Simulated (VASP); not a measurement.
# Al2P (Fd-3m) in VASP: a series of runs

Runs on Al2P. Level: PBE. Tasks: single point, relaxation of cell and atoms.

Program: VASP 6.6.1. These are calculated values, not measurements. Logs are shortened: lines on timing, memory, paths and dates and some standing lists are left out, and cuts for length are marked.

### Step 1. The cell of the first run

The structure is cubic, space group Fd-3m (No. 227). Conventional cell: a = 7.402 Å, b = 7.402 Å, c = 7.402 Å, α = 90.00°, β = 90.00°, γ = 90.00°. Around Al (site symmetry -3m) lie 6 Al at 2.62 Å. P (site symmetry -43m) is surrounded by 12 Al at 3.07 Å and 4 P at 3.21 Å.

The cell was built by a generator and needn't be a form met in nature.

### Step 2. Single point, PBE (species swapped into the ErFe2 type (Fd-3m, No. 227))

Contents of INCAR:

```
ALGO     = Normal         # electronic algorithm
EDIFF    = 1E-6           # SCF threshold, eV
ENCUT    = 520            # plane-wave cutoff, eV
GGA      = PE             # functional
ISIF     = 2              # what is computed and relaxed
ISMEAR   = 0              # smearing method
LASPH    = T              # aspherical terms in the spheres
LCHARG   = T              # write CHGCAR
LELF     = T              # ELF
LREAL    = F              # projectors in reciprocal space
LVHAR    = T            
LWAVE    = F              # write WAVECAR
NBANDS   = 20             # bands
NELM     = 100            # most SCF steps
PREC     = Accurate       # precision mode
SIGMA    = 0.1            # smearing width, eV
```

Contents of KPOINTS:

```
k-points
0
Gamma
  10 10 10
```

Contents of POSCAR:

```
Al2P
1.0
    0.0000000000      3.7010471048      3.7010471048
    3.7010471048      0.0000000000      3.7010471048
    3.7010471048      3.7010471048      0.0000000000
Al P
4 2
Direct
    0.1250000000      0.6250000000      0.6250000000
    0.6250000000      0.6250000000      0.1250000000
    0.6250000000      0.1250000000      0.6250000000
    0.6250000000      0.6250000000      0.6250000000
    0.0000000000      0.0000000000      0.0000000000
    0.2500000000      0.2500000000      0.2500000000
```

Potentials or basis: VASP PAW PBE potentials, release 64 (Al, P).

Launch:

```sh
cat potpaw_PBE.64/Al/POTCAR potpaw_PBE.64/P/POTCAR > POTCAR
mpirun -np 1 vasp_std > vasp.out
```

OUTCAR:

```text
EDIFF = 1E-6
   ENCUT = 520
   GGA = PE
   ISIF = 2
   ISMEAR = 0
   LASPH = T
   LREAL = F
   NELM = 100
   PREC = Accurate

 ion  position               nearest neighbor table
   1  0.125  0.625  0.625-   4 2.62   2 2.62   3 2.62   2 2.62   3 2.62   4 2.62   5 3.07   6 3.07
                             5 3.07   5 3.07   6 3.07   6 3.07
   2  0.625  0.625  0.125-   4 2.62   1 2.62   3 2.62   4 2.62   3 2.62   1 2.62   6 3.07   5 3.07
                             6 3.07   5 3.07   6 3.07   5 3.07
   3  0.625  0.125  0.625-   4 2.62   2 2.62   1 2.62   2 2.62   4 2.62   1 2.62   5 3.07   6 3.07
                             5 3.07   6 3.07   6 3.07   5 3.07
   4  0.625  0.625  0.625-   1 2.62   2 2.62   3 2.62   2 2.62   3 2.62   1 2.62   6 3.07   5 3.07
                             6 3.07   5 3.07   6 3.07   5 3.07
   5  0.000  0.000  0.000-   2 3.07   3 3.07   4 3.07   1 3.07   2 3.07   4 3.07   1 3.07   3 3.07
                             4 3.07   1 3.07   2 3.07   3 3.07
   6  0.250  0.250  0.250-   1 3.07   2 3.07   3 3.07   1 3.07   3 3.07   4 3.07   1 3.07   2 3.07
                             4 3.07   2 3.07   3 3.07   4 3.07

  LATTYP: Found a face centered cubic cell.
 ALAT       =     7.4020942096

  Lattice vectors:

 A1 = (   0.0000000000,   3.7010471048,   3.7010471048)
 A2 = (   3.7010471048,   0.0000000000,   3.7010471048)
 A3 = (   3.7010471048,   3.7010471048,   0.0000000000)

Analysis of symmetry for initial positions (statically):
=====================================================================
 Subroutine PRICEL returns:
 Original cell was already a primitive cell.

 Routine SETGRP: Setting up the symmetry group for a
 face centered cubic supercell.

 Subroutine GETGRP returns: Found 48 space group operations
 (whereof 24 operations were pure point group operations)
 out of a pool of 48 trial point group operations.

The static configuration has the point symmetry T_d .
 The point group associated with its full space group is O_h .

Analysis of symmetry for dynamics (positions and initial velocities):
=====================================================================
 Subroutine PRICEL returns:
 Original cell was already a primitive cell.

 Routine SETGRP: Setting up the symmetry group for a
 face centered cubic supercell.

 Subroutine GETGRP returns: Found 48 space group operations
 (whereof 24 operations were pure point group operations)
 out of a pool of 48 trial point group operations.

The dynamic configuration has the point symmetry T_d .
 The point group associated with its full space group is O_h .

 Subroutine INISYM returns: Found 48 space group operations
 (whereof 24 operations are pure point group operations),
 and found     1 'primitive' translations

----------------------------------------------------------------------------------------

                                     Primitive cell

  volume of cell :     101.3920

  direct lattice vectors                    reciprocal lattice vectors
     0.000000000  3.701047105  3.701047105    -0.135096903  0.135096903  0.135096903
     3.701047105  0.000000000  3.701047105     0.135096903 -0.135096903  0.135096903
     3.701047105  3.701047105  0.000000000     0.135096903  0.135096903 -0.135096903

  length of vectors
     5.234071011  5.234071011  5.234071011     0.233994699  0.233994699  0.233994699

  position of ions in fractional coordinates (direct lattice)
     0.125000000  0.625000000  0.625000000
     0.625000000  0.625000000  0.125000000
     0.625000000  0.125000000  0.625000000
     0.625000000  0.625000000  0.625000000
     0.000000000  0.000000000  0.000000000
     0.250000000  0.250000000  0.250000000

  ion indices of the primitive-cell ions
   primitive index   ion index
                 1           1
                 2           2
                 3           3
                 4           4
                 5           5
                 6           6

----------------------------------------------------------------------------------------

 KPOINTS: k-points

Automatic generation of k-mesh.
 Grid dimensions read from file:
 generate k-points for:   10   10   10

 Generating k-lattice:

  Cartesian coordinates                     Fractional coordinates (reciprocal lattice)
    -0.013509690  0.013509690  0.013509690     0.100000000  0.000000000  0.000000000
     0.013509690 -0.013509690  0.013509690     0.000000000  0.100000000  0.000000000
     0.013509690  0.013509690 -0.013509690     0.000000000  0.000000000  0.100000000

  Length of vectors
     0.023399470  0.023399470  0.023399470

  Shift w.r.t. Gamma in fractional coordinates (k-lattice)
     0.000000000  0.000000000  0.000000000

 Subroutine IBZKPT returns following result:
 ===========================================

 Found     47 irreducible k-points:

 Following reciprocal coordinates:
            Coordinates               Weight
  0.000000  0.000000  0.000000      1.000000
  0.100000  0.000000  0.000000      8.000000
  0.200000  0.000000  0.000000      8.000000
  0.300000  0.000000  0.000000      8.000000
  0.400000  0.000000  0.000000      8.000000
  0.500000  0.000000  0.000000      4.000000
[... 16 lines left out ...]
  0.300000  0.300000  0.000000      6.000000
  0.400000  0.300000  0.000000     24.000000
 [... further k-points ...]
   k-points           NKPTS =     47   k-points in BZ     NKDIM =     47   number of bands    NBANDS=     20
   number of dos      NEDOS =    301   number of ions     NIONS =      6
   total plane-waves  NPLWV =  64000
   dimension x,y,z NGX =    40 NGY =   40 NGZ =   40
   dimension x,y,z NGXF=    80 NGYF=   80 NGZF=   80
   ions per type =               4   2
   NGX,Y,Z   is equivalent  to a cutoff of  12.70, 12.70, 12.70 a.u.
   NGXF,Y,Z  is equivalent  to a cutoff of  25.41, 25.41, 25.41 a.u.
 SYSTEM =  unknown system
   PREC   = accura    normal or accurate (medium, high low for compatibility)
   ISTART =      0    job   : 0-new  1-cont  2-samecut
   ICHARG =      2    charge: 1-file 2-atom 10-const
   ISPIN  =      1    spin polarized calculation?
   LNONCOLLINEAR =      F non collinear calculations
   LSORBIT =      F    spin-orbit coupling
   LASPH  =      T    aspherical Exc in radial PAW
   ENCUT  =  520.0 eV  38.22 Ry    6.18 a.u.   9.73  9.73  9.73*2*pi/ulx,y,z
   NELM   =    100;   NELMIN=  2; NELMDL= -5     # of ELM steps
   EDIFF  = 0.1E-05   stopping-criterion for ELM
   LREAL  =      F    real-space projection
   EDIFFG = 0.1E-04   stopping-criterion for IOM
   NSW    =      0    number of steps for IOM
   IBRION =     -1    ionic relax: 0-MD 1-quasi-New 2-CG
   NFREE  =      0    steps in history (QN), initial steepest desc. (CG)
   ISIF   =      2    stress and relaxation
   ISYM   =      2    0-nonsym 1-usesym 2-fastsym
   POTIM  = 0.5000    time-step for ionic-motion
   TEBEG  =    0.0;   TEEND  =   0.0 temperature during run
   PSTRESS=    0.0 pullay stress
   NELECT =      22.0000    total number of electrons
   NUPDOWN=      -1.0000    fix difference up-down
   EMIN   =  10.00;   EMAX   =-10.00  energy-range for DOS
   EFERMI =   0.00;   METHOD = LEGACY
   ISMEAR =     0;   SIGMA  =   0.10  broadening in eV -4-tet -1-fermi 0-gaus
   EFERMI_NEDOS =   21; number of points for ismear=-14 and -15
   IALGO  =     38    algorithm
   IMIX   =      4    mixing-type and parameters
     AMIX     =   0.40;   BMIX     =  1.00
     AMIX_MAG =   1.60;   BMIX_MAG =  1.00
  volume/ion in A,a.u.               =      16.90       114.04
  Fermi-wavevector in a.u.,A,eV,Ry     =   0.983742  1.859002 13.167009  0.967748
  Thomas-Fermi vector in A             =   2.114922
   LORBIT       =      0    0 simple, 1 ext, 2 COOP (PROOUT), +10 PAW based schemes
   GGA     = PE    functional components
   LHFCALC =     F    Hartree Fock is set to
   AEXX    =    0.0000 exact exchange contribution
   IVDW    =     0    specifies the selected vdW correction
   LEPSILON=     F    determine dielectric tensor
   LRPA    =     F    only Hartree local field effects (RPA)
 non-spin polarized calculation
 Gauss-broadening in eV      SIGMA  =   0.10
  energy-cutoff  :      520.00
  volume of cell :      101.39
 maximum number of plane-waves:      2764
   NGX = 19   NGY = 19   NGZ = 19

 number of electron      22.0000001 magnetization

 Free energy of the ion-electron system (eV)
  ---------------------------------------------------
  ext. energy  EPLUGINS =         0.00000000
  ---------------------------------------------------
  free energy    TOTEN  =       -23.05050530 eV

  energy without entropy =      -23.03743228  energy(sigma->0) =      -23.04396879

 E-fermi :   7.7800     XC(G=0): -10.3148

 val. band max:        7.7644974474   @ k =  -0.4000   0.4000   0.2000
 cond. band min:       7.8260185832   @ k =   0.2000   0.0000   0.0000
 fundamental gap:      0.0615211358
 Fermi energy:         7.7799904967

 k-point     1 :       0.0000    0.0000    0.0000
  band No.  band energies     occupation
      1      -5.0460      2.00000
      2      -0.8148      2.00000
      3       0.9487      2.00000
      4       3.4865      2.00000
      5       3.7323      2.00000
      6       3.7323      2.00000
[... 12 lines left out ...]
     19      14.3791      0.00000
     20      16.4017      0.00000

 k-point     2 :       0.1000    0.0000    0.0000
  band No.  band energies     occupation
      1      -4.9762      2.00000
      2      -0.9147      2.00000
      3       0.7562      2.00000
      4       3.1086      2.00000
      5       3.4545      2.00000
      6       3.4769      2.00000
[... 12 lines left out ...]
     19      14.7924      0.00000
     20      15.8159      0.00000
[... 465 lines left out ...]
      3      -0.0338      2.00000
      4       1.1302      2.00000
      5       1.8921      2.00000
      6       1.8921      2.00000
[... 12 lines left out ...]
     19      12.2519      0.00000
     20      14.3234      0.00000

 k-point    24 :       0.4000    0.3000    0.0000
  band No.  band energies     occupation
      1      -3.9153      2.00000
      2      -2.0402      2.00000
      3      -0.3173      2.00000
      4       0.6122      2.00000
      5       1.7683      2.00000
      6       2.1760      2.00000
[... 12 lines left out ...]
     19      12.2440      0.00000
     20      13.2948      0.00000

 [... further k-points ...]
[... 5 lines left out ...]
  --------------------------------------------------------------------------------------
  -------------------------------------------------------------------------------------
  Total       -0.0162129     -0.0162129     -0.0162129     -0.0000000     -0.0000000      0.0000000
  in kB       -0.2561937     -0.2561937     -0.2561937     -0.0000000     -0.0000000      0.0000000
  external PRESSURE =      -0.2561937 kB  Pullay stress =       0.0000000 kB

 VOLUME and BASIS-vectors are now :
 -----------------------------------------------------------------------------
  energy-cutoff  :      520.00
  volume of cell :      101.39
      direct lattice vectors                 reciprocal lattice vectors
     0.000000000  3.701047105  3.701047105    -0.135096903  0.135096903  0.135096903
     3.701047105  0.000000000  3.701047105     0.135096903 -0.135096903  0.135096903
     3.701047105  3.701047105  0.000000000     0.135096903  0.135096903 -0.135096903

 POSITION                                       TOTAL-FORCE (eV/Angst)
 -----------------------------------------------------------------------------------
      4.62631      2.77579      2.77579        -0.000000      0.000000     -0.000000
      2.77579      2.77579      4.62631        -0.000000      0.000000     -0.000000
      2.77579      4.62631      2.77579        -0.000000      0.000000     -0.000000
      4.62631      4.62631      4.62631        -0.000000      0.000000     -0.000000
      0.00000      0.00000      0.00000        -0.000000     -0.000000     -0.000000
      1.85052      1.85052      1.85052         0.000000      0.000000      0.000000
 -----------------------------------------------------------------------------------
    total drift:                               -0.000000     -0.000000      0.000000

  FREE ENERGIE OF THE ION-ELECTRON SYSTEM (eV)
  ---------------------------------------------------
  free  energy   TOTEN  =       -23.0505053012 eV

  energy  without entropy=      -23.0374322755  energy(sigma->0) =      -23.04396879
```

Wall time 37 s (1 thread of Intel Xeon 6975P-C (Granite Rapids), shared host); peak memory 0.26 GiB.

What came out:

```yaml
Free_energy: -23.0505 eV
Pressure: 0.0 GPa
Band_gap_on_the_k_mesh: none (metal or under the smearing width)
```

### Step 3. Relaxation of cell and atoms, PBE (species swapped into the ErFe2 type (Fd-3m, No. 227))

Contents of INCAR:

```
PREC = Accurate
ENCUT = 600
EDIFF = 1E-6
ISMEAR = 0
SIGMA = 0.1
LREAL = F
LASPH = T
NELM = 100
ALGO = Normal
ISIF = 3
LWAVE = F
LCHARG = F
GGA = PE
IBRION = 2
NSW = 100
EDIFFG = -0.01
```

Contents of KPOINTS:

```
Automatic mesh
0
Gamma
  10 10 10
```

Changes to POSCAR since step 2:

```diff
@@ -2,5 +2,5 @@
 1.0
-    0.0000000000      3.7010471048      3.7010471048
-    3.7010471048      0.0000000000      3.7010471048
-    3.7010471048      3.7010471048      0.0000000000
+    0.0000000000      3.7314168300      3.7314168300
+    3.7314168300      0.0000000000      3.7314168300
+    3.7314168300      3.7314168300      0.0000000000
 Al P
```

Potentials or basis: VASP PAW PBE potentials, release 64 (Al, P).

Launch:

```sh
cat potpaw_PBE.64/Al/POTCAR potpaw_PBE.64/P/POTCAR > POTCAR
mpirun -np 1 vasp_std > vasp.out
```

Wall time 68 s (1 thread of Intel Xeon 6975P-C (Granite Rapids), shared host); peak memory 0.3 GiB.

It converged, with:

- Free energy: -23.0511 eV
- Relaxed volume: 16.87 Å³/atom
- Relaxed cell: a = 5.231 Å, b = 5.231 Å, c = 5.231 Å, α = 60.00°, β = 60.00°, γ = 60.00°
- Space group after relaxing (to 0.05 Å): Fd-3m (No. 227)
- Energy gained by relaxing: 2.3 meV/atom
- Ionic steps: 2
- Pressure after relaxing: 0.1 GPa

The path:
```csv
step,energy change (eV),largest force (eV/Å),pressure (GPa),volume (Å³)
1,0.0000,0.0000,-1.66,103.91
2,-0.0137,0.0000,0.08,101.23
```

Final structure:
```
Al P
1.0
     0.00000    3.69902    3.69902
     3.69902    0.00000    3.69902
     3.69902    3.69902    0.00000
Al P
4 2
Direct
  0.12500 0.62500 0.62500
  0.62500 0.62500 0.12500
  0.62500 0.12500 0.62500
  0.62500 0.62500 0.62500
  0.00000 0.00000 0.00000
  0.25000 0.25000 0.25000
```

Levels at points of the mesh, in eV from the Fermi level:
```csv
k point,band 9,band 10,band 11,band 12,band 13,band 14
"(0.00, 0.00, 0.00)",-3.71,-3.71,-1.48,-1.48,-1.48,-0.43
"(0.50, 0.00, 0.00)",-1.91,-1.59,0.19,0.19,0.82,0.82
"(0.50, 0.50, 0.00)",-0.41,-0.41,1.16,1.16,1.66,1.66
```

Caveat: the bands computed are all filled at some k points, so no gap is given.

(Part 1 of 2 ends here.)
